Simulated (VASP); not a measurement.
## BaTiO3 under changes of volume

One of the cells (13.115 Å³/atom); the others are scaled copies at fixed shape and fractional positions:

```xyz
5
Lattice="4.0325 0.0000 0.0000 0.0000 4.0325 0.0000 0.0000 0.0000 4.0325" Properties=species:S:1:pos:R:3 pbc="T T T"
Ba    2.0163    2.0163    2.0163
Ti    0.0000    0.0000    0.0000
O     0.0000    0.0000    2.0163
O     0.0000    2.0163    0.0000
O     2.0163    0.0000    0.0000
```

```yaml
Program: VASP 6.6.1
Functional: PBEsol
Potentials_or_basis: VASP PAW PBE potentials, release 64 (Ba_sv, Ti_sv, O)
Cutoff: 520 eV
k_mesh: 7 × 7 × 7
Occupations: fermi-dirac, width 0.05 eV
Spin: no spin polarisation
```

| volume (Å³/atom) | energy over the lowest point (meV/atom) | pressure (GPa) | gap on the mesh (eV) |
| --- | --- | --- | --- |
| 12.086 | 15.73 | 9.0 | 1.88 |
| 12.343 | 4.52 | 4.6 | 1.84 |
| 12.601 | 0.00 | 0.7 | 1.80 |
| 13.115 | 8.25 | -6.0 | 1.72 |
| 13.372 | 19.80 | -8.7 | 1.68 |
| 13.629 | ? | ? | ? |

Problem. What does the run at 13.629 Å³/atom give?

Solution. Energy over the lowest point 35.61 meV/atom; pressure -11.2 GPa; gap on the mesh 1.64 eV.

Worked out: A Birch-Murnaghan fit of order 3 (a polynomial in V^(-2/3)) to the other rows has its minimum at 12.66 Å³/atom with B0 = V·E''(V) = 178 GPa and B' = 4.6. It gives 35.59 meV/atom at 13.629 Å³/atom, against the run's 35.61, and -dE/dV = -11.1 GPa, against -11.2. A straight line through the other rows of the gap, of slope -1.98 eV per unit of ln V, extrapolates to 1.64 eV, against the run's 1.64.

Energies are extrapolated to zero smearing.

Caveats: the PAW data sets were made with another functional, which shifts forces and pressure a little; spin-orbit coupling is left out, which moves the levels of the heavy elements; an odd mesh through Γ misses points on the zone boundary, where band edges often lie.
